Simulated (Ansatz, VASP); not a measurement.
# PbSe: VASP beside Ansatz, part 2 of 3

Aim: how closely do two programs agree when they are given the same cell, functional and k mesh? The cell is taken from a series of runs on this material, whose earlier steps may have relaxed, scaled, displaced or heated it; both programs get it as it stands.

VASP 6.6.1 and Ansatz 0.2.0.

So far: The starting structure; VASP: zone-centre phonons, LDA.

### Step 2. VASP: zone-centre phonons, LDA (continued)

Level of this step: LDA; plane waves and PAW (Pb_d, Se) (VASP).

From OUTCAR (step 2):

```text
ion  position               nearest neighbor table
   1  0.000  0.000  0.223-   4 2.77   3 3.03   3 3.03   3 3.03   3 3.03   2 4.08   2 4.08   2 4.08
                             2 4.08
   2  0.500  0.500  0.314-   3 2.77   4 3.03   4 3.03   4 3.03   4 3.03   1 4.08   1 4.08   1 4.08
                             1 4.08
   3  0.500  0.500  0.221-   2 2.77   1 3.03   1 3.03   1 3.03   1 3.03
   4  0.000  0.000  0.315-   1 2.77   2 3.03   2 3.03   2 3.03   2 3.03

  LATTYP: Found a simple tetragonal cell.
 ALAT       =     4.2793194629
 C/A-ratio  =     6.9917697380

 Subroutine GETGRP returns: Found 16 space group operations
 (whereof  8 operations were pure point group operations)

The static configuration has the point symmetry C_4v.
 The point group associated with its full space group is D_4h.

 Found     15 irreducible k-points:

   k-points           NKPTS =     15   k-points in BZ     NKDIM =     15   number of bands    NBANDS=     26

   dimension x,y,z NGX =    32 NGY =   32 NGZ =  224
   dimension x,y,z NGXF=    64 NGYF=   64 NGZF=  448

   ENCUT  =  500.0 eV  36.75 Ry    6.06 a.u.   7.80  7.80 54.55*2*pi/ulx,y,z

   NELECT =      40.0000    total number of electrons

 k-points in reciprocal lattice and weights: Automatic mesh
   0.00000000  0.00000000  0.00000000       0.016
   0.12500000  0.00000000  0.00000000       0.062
   0.25000000  0.00000000  0.00000000       0.062
   0.37500000  0.00000000  0.00000000       0.062
   0.50000000  0.00000000  0.00000000       0.031
   0.12500000  0.12500000  0.00000000       0.062
   0.25000000  0.12500000  0.00000000       0.125
   0.37500000  0.12500000  0.00000000       0.125
   0.50000000  0.12500000  0.00000000       0.062
[...]
0.50000000  0.37500000  0.00000000       0.062
   0.50000000  0.50000000  0.00000000       0.016

 average (electrostatic) potential at core
       1 -99.6177       2 -99.6177       3 -66.3736       4 -66.3736

  Total        0.0833310      0.0833310      0.0674176      0.0000000      0.0000000     -0.0000000
  in kB        0.2436722      0.2436722      0.1971389      0.0000000      0.0000000     -0.0000000
  external PRESSURE =       0.2281611 kB  Pullay stress =       0.0000000 kB

  energy-cutoff  :      500.00
  volume of cell :      547.91
      direct lattice vectors                 reciprocal lattice vectors
     3.025935811  3.025935811  0.000000000     0.165238138  0.165238138  0.000000000
    -3.025935811  3.025935811  0.000000000    -0.165238138  0.165238138  0.000000000
     0.000000000  0.000000000 29.920016320     0.000000000  0.000000000  0.033422442

 POSITION                                       TOTAL-FORCE (eV/Angst)
 -----------------------------------------------------------------------------------
      0.00000      0.00000      6.66123        -0.000000     -0.000000     -0.022880
      0.00000      3.02594      9.39877         0.000000      0.000000      0.022880
      0.00000      3.02594      6.62637        -0.000000     -0.000000     -0.012527
      0.00000      0.00000      9.43363         0.000000      0.000000      0.012527
 -----------------------------------------------------------------------------------
    total drift:                               -0.000000      0.000000      0.000046

 MACROSCOPIC STATIC DIELECTRIC TENSOR (including local field effects in DFT)
 ------------------------------------------------------
           5.360528     0.000000     0.000000
           0.000000     5.360528     0.000000
           0.000000     0.000000     1.224776
 ------------------------------------------------------

 PIEZOELECTRIC TENSOR (including local field effects)  for field in x, y, z        (C/m^2)
          XX          YY          ZZ          XY          YZ          ZX
  --------------------------------------------------------------------------------
  x     0.00000    -0.00000     0.00000     0.00000     0.00000     0.00000
  y    -0.00000     0.00000    -0.00000     0.00000     0.00000     0.00000
  z     0.00000     0.00000     0.00000     0.00000     0.00000     0.00000

 BORN EFFECTIVE CHARGES (including local field effects) (in |e|, cummulative output)
 ---------------------------------------------------------------------------------
 ion    1
    1     5.13882     0.00000     0.00000
    2     0.00000     5.13882     0.00000
    3     0.00000     0.00000     0.27596
 ion    2
    1     5.13882     0.00000     0.00000
    2     0.00000     5.13882    -0.00000
    3     0.00000     0.00000     0.27596
 ion    3
    1    -5.13882     0.00000     0.00000
    2     0.00000    -5.13882     0.00000
    3    -0.00000     0.00000    -0.27596
 ion    4
    1    -5.13882     0.00000     0.00000
    2     0.00000    -5.13882     0.00000
    3    -0.00000     0.00000    -0.27596

 Eigenvectors and eigenvalues of the dynamical matrix
 ----------------------------------------------------

   1 f  =    5.179832 THz    32.545847 2PiTHz  172.780613 cm-1    21.422056 meV
             X         Y         Z           dx          dy          dz
      0.000000  0.000000  6.661232     0.000000    0.000000   -0.371660
      0.000000  3.025936  9.398768    -0.000000   -0.000000   -0.371660
      0.000000  3.025936  6.626367    -0.000000   -0.000000    0.601555
      0.000000  0.000000  9.433633     0.000000    0.000000    0.601555

   2 f  =    4.319997 THz    27.143340 2PiTHz  144.099582 cm-1    17.866063 meV
             X         Y         Z           dx          dy          dz
      0.000000  0.000000  6.661232     0.000000   -0.000000    0.378674
      0.000000  3.025936  9.398768    -0.000000    0.000000   -0.378674
      0.000000  3.025936  6.626367    -0.000000    0.000000    0.597165
      0.000000  0.000000  9.433633     0.000000   -0.000000   -0.597165

   3 f  =    3.063570 THz    19.248977 2PiTHz  102.189688 cm-1    12.669901 meV
             X         Y         Z           dx          dy          dz
      0.000000  0.000000  6.661232     0.187523    0.024455    0.000000
      0.000000  3.025936  9.398768    -0.187523   -0.024455   -0.000000
      0.000000  3.025936  6.626367    -0.675629   -0.088108   -0.000000
      0.000000  0.000000  9.433633     0.675629    0.088108   -0.000000

   4 f  =    3.063570 THz    19.248977 2PiTHz  102.189688 cm-1    12.669901 meV
             X         Y         Z           dx          dy          dz
      0.000000  0.000000  6.661232    -0.024455    0.187523    0.000000
      0.000000  3.025936  9.398768     0.024455   -0.187523   -0.000000
      0.000000  3.025936  6.626367     0.088108   -0.675629   -0.000000
      0.000000  0.000000  9.433633    -0.088108    0.675629   -0.000000

   5 f  =    1.667883 THz    10.479620 2PiTHz   55.634601 cm-1     6.897808 meV
             X         Y         Z           dx          dy          dz
      0.000000  0.000000  6.661232    -0.359784    0.121286    0.000000
      0.000000  3.025936  9.398768    -0.359784    0.121286    0.000000
      0.000000  3.025936  6.626367     0.565272   -0.190558   -0.000000
      0.000000  0.000000  9.433633     0.565272   -0.190558    0.000000

   6 f  =    1.667883 THz    10.479620 2PiTHz   55.634601 cm-1     6.897808 meV
             X         Y         Z           dx          dy          dz
      0.000000  0.000000  6.661232     0.121286    0.359784    0.000000
      0.000000  3.025936  9.398768     0.121286    0.359784   -0.000000
      0.000000  3.025936  6.626367    -0.190558   -0.565272   -0.000000
      0.000000  0.000000  9.433633    -0.190558   -0.565272    0.000000

   7 f  =    1.455981 THz     9.148199 2PiTHz   48.566302 cm-1     6.021451 meV
             X         Y         Z           dx          dy          dz
      0.000000  0.000000  6.661232    -0.000000   -0.000000    0.597165
      0.000000  3.025936  9.398768    -0.000000   -0.000000   -0.597165
      0.000000  3.025936  6.626367     0.000000    0.000000   -0.378674
      0.000000  0.000000  9.433633     0.000000    0.000000    0.378674

   8 f  =    1.152860 THz     7.243636 2PiTHz   38.455286 cm-1     4.767846 meV
             X         Y         Z           dx          dy          dz
      0.000000  0.000000  6.661232     0.473307    0.490120   -0.000000
      0.000000  3.025936  9.398768    -0.473307   -0.490120    0.000000
      0.000000  3.025936  6.626367     0.131368    0.136035    0.000000
      0.000000  0.000000  9.433633    -0.131368   -0.136035   -0.000000

   9 f  =    1.152860 THz     7.243636 2PiTHz   38.455286 cm-1     4.767846 meV
             X         Y         Z           dx          dy          dz
      0.000000  0.000000  6.661232    -0.490120    0.473307    0.000000
      0.000000  3.025936  9.398768     0.490120   -0.473307    0.000000
      0.000000  3.025936  6.626367    -0.136035    0.131368    0.000000
      0.000000  0.000000  9.433633     0.136035   -0.131368    0.000000

  10 f/i=    0.001926 THz     0.012100 2PiTHz    0.064235 cm-1     0.007964 meV
             X         Y         Z           dx          dy          dz
      0.000000  0.000000  6.661232     0.000000   -0.000000    0.601555
      0.000000  3.025936  9.398768     0.000000   -0.000000    0.601555
      0.000000  3.025936  6.626367     0.000000   -0.000000    0.371660
      0.000000  0.000000  9.433633     0.000000   -0.000000    0.371660

  11 f/i=    0.022945 THz     0.144170 2PiTHz    0.765373 cm-1     0.094894 meV
             X         Y         Z           dx          dy          dz
      0.000000  0.000000  6.661232    -0.364607   -0.472130   -0.000000
      0.000000  3.025936  9.398768    -0.364607   -0.472130   -0.000000
      0.000000  3.025936  6.626367    -0.232065   -0.300501   -0.000000
      0.000000  0.000000  9.433633    -0.232065   -0.300501   -0.000000

  12 f/i=    0.022945 THz     0.144170 2PiTHz    0.765373 cm-1     0.094894 meV
             X         Y         Z           dx          dy          dz
      0.000000  0.000000  6.661232     0.472130   -0.364607   -0.000000
      0.000000  3.025936  9.398768     0.472130   -0.364607   -0.000000
      0.000000  3.025936  6.626367     0.300501   -0.232065   -0.000000
      0.000000  0.000000  9.433633     0.300501   -0.232065   -0.000000

 MACROSCOPIC STATIC DIELECTRIC TENSOR IONIC CONTRIBUTION
 ------------------------------------------------------
          26.431686    -0.000000     0.000000
          -0.000000    26.431686    -0.000000
           0.000000    -0.000000     0.008011
 ------------------------------------------------------

 ELASTIC MODULI CONTR FROM IONIC RELAXATION (kBar)
 Direction    XX          YY          ZZ          XY          YZ          ZX
 --------------------------------------------------------------------------------
 XX          -6.2176     -6.2176    -34.7199      0.0000     -0.0000      0.0000
 YY          -6.2176     -6.2176    -34.7199      0.0000     -0.0000      0.0000
 ZZ         -34.7199    -34.7199   -207.0153      0.0000      0.0000      0.0000
 XY           0.0000      0.0000      0.0000      0.0000      0.0000      0.0000
 YZ          -0.0000     -0.0000      0.0000      0.0000    -21.9817     -0.0000
 ZX           0.0000      0.0000      0.0000      0.0000     -0.0000    -23.1968
 --------------------------------------------------------------------------------

 PIEZOELECTRIC TENSOR IONIC CONTR  for field in x, y, z        (C/m^2)
          XX          YY          ZZ          XY          YZ          ZX
  --------------------------------------------------------------------------------
  x    -0.00000    -0.00000    -0.00000     0.00000    -0.00000     0.00000
  y    -0.00000    -0.00000    -0.00000     0.00000     0.00000     0.00000
  z    -0.00000    -0.00000    -0.00000     0.00000    -0.00000     0.00000
```

The dielectric response converges more slowly with the mesh than energies do, so tensor and charges may still move on a finer one.

(Part 2 of 3 ends here.)

[Lines on the potential files, build, host, timing and source positions are cut from VASP's logs without a mark.]

[Logs are printed without paths, hosts, clocks, repeated set-up lines and the standing remarks that a program may print on its own settings, such as how far it seeks lower states.]

[Hosts, paths, dates, database ids (printed as entryN), source tags and the programs' standing remarks are cut or masked in the printed files.]
